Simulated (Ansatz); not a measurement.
# Generalised stacking fault in BN

These are results of Ansatz, DFT r2SCAN, scalar-relativistic, plane waves, PAW, not measurements. Settings: plane waves to 500 eV, k-mesh 10×10×2 (Γ-centred), Gaussian smearing 0.05 eV. No spin polarisation. Energies are free energies at this smearing, counted from the undisturbed cell; pressure is positive in compression.

Zero of the scan (relaxed at this level; this wurtzite form isn't the usual structure):

```
CELL_PARAMETERS angstrom
-2.54397 0.00000 0.00000
-1.27198 -2.20314 0.00000
0.00000 0.00000 12.62323
ATOMIC_POSITIONS crystal
B 0.66667 0.66667 0.06242
B 0.66667 0.66667 0.39575
B 0.66667 0.66667 0.72908
B 0.33333 0.33333 0.89575
B 0.33333 0.33333 0.22908
B 0.33333 0.33333 0.56242
N 0.66667 0.66667 0.93755
N 0.66667 0.66667 0.27088
N 0.66667 0.66667 0.60422
N 0.33333 0.33333 0.77088
N 0.33333 0.33333 0.10422
N 0.33333 0.33333 0.43755
```

The cut lies on the cell's a–b face, a (0 0 1) plane (indices in the standard cell, whose axes needn't be the Cartesian ones shown) of area 5.60 Å², between layers 1.58 Å apart. Vector c is tilted by f times 1·a + 1·b (length 4.406 Å) with the atoms' Cartesian places fixed: one unrelaxed fault a cell.

| f | γ (mJ/m²) | shear traction, the slope of γ along the slip (GPa) | gap on the mesh (eV) |
| --- | --- | --- | --- |
| 0.0000 | 0 | 0.0 | 5.95 |
| 0.0833 | 1228 | 67.4 | 5.70 |
| 0.1667 | 4820 | 122.7 | 5.05 |
| 0.2500 | 9485 | 115.3 | 3.13 |
| 0.3333 | 11807 | 0.0 | 2.62 |
| 0.4167 | 10301 | -61.9 | 2.82 |
| 0.5000 | ? | ? | 3.17 |
| 0.5833 | 7633 | ? | ? |
| 0.6667 | ? | 0.0 | 3.28 |
| 0.7500 | 6877 | -57.0 | 2.99 |
| 0.8333 | 3985 | -89.1 | 4.26 |
| 0.9167 | 1123 | -58.9 | 5.84 |

Give the withheld values.

γ (mJ/m²) at f = 0.5000: 8307; shear traction, the slope of γ along the slip (GPa) at f = 0.5000: -38.9; shear traction, the slope of γ along the slip (GPa) at f = 0.5833: 0.1; gap on the mesh (eV) at f = 0.5833: 3.21; γ (mJ/m²) at f = 0.6667: 7826.

Cost: 12 runs of about 2.7 core-minutes in all, on Intel Xeon 6975P-C (Granite Rapids) (shared hosts).